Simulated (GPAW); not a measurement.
Runs of GPAW 26.7.0 on Mg. It takes space group P6_3/mmc (No. 194, hexagonal). Conventional cell: a = 3.209 Å, b = 3.209 Å, c = 5.210 Å, α = 90.00°, β = 90.00°, γ = 120.00°. Mg (site symmetry -6m2) is surrounded by 12 Mg at 3.20 to 3.21 Å. 

```csv
task,level,potentials or basis,k mesh,cutoff (eV),smearing,hybrids on these orbitals,eigensolver,band path,band points,mesh quality,gap on the mesh (eV),pressure (GPa)
single point,PBE,"GPAW PAW data sets (gpaw-data 1.2.1), pw",10 × 10 × 5,800,gaussian 0.018 eV,-,-,-,-,not flagged,none,-0.5
single point,PBE,"GPAW PAW data sets (gpaw-data 1.2.1), pw",10 × 10 × 5,800,gaussian 0.016 eV,-,-,-,-,not flagged,none,-0.5
one-shot levels on a semilocal density,LDA,"the program's PAW data sets (release 1.2.1) made for this functional, pw",6 × 6 × 3,600,fermi-dirac 0.05 eV,"["HSE06", "B3LYP", "YS-PBE0"]",-,-,-,coarse,none,-2.5
single point,PBEsol,"PAW data sets generated in the run's folder for this functional, pw",10 × 10 × 5,800,gaussian 0.1 eV,-,-,-,-,not flagged,none,(a)
single point,PBE,"GPAW PAW data sets (gpaw-data 1.2.1), pw",10 × 10 × 5,800,gaussian 0.026 eV,-,-,-,-,not flagged,none,-0.5
single point,BLYP,"PAW data sets generated in the run's folder for this functional, pw",10 × 10 × 5,800,fermi-dirac 0.05 eV,-,davidson,-,-,not flagged,none,0.4
band structure,r2SCAN,"GPAW PAW data sets (gpaw-data 1.2.1), pw",7 × 7 × 4,800,fermi-dirac 0.05 eV,-,-,"GMKGALHA,LM,KH",60,not flagged,-,-0.7
```

Alike in all rows: no spin polarisation; cell as given.

Estimate the missing entries.

(a) -1.1.

Caveats: some runs use coarse meshes; the cutoff is short for stress and forces, so pressures can be off by a GPa or more (some runs); one-shot exact exchange on a metal's smeared states is rough (some runs); the PAW data sets were made with another functional, which shifts forces and pressure a little (some runs).

A k mesh can miss the band edges.

A gap of «none» marks a metal or a gap under the smearing width.

Not every run made on this cell is shown here.
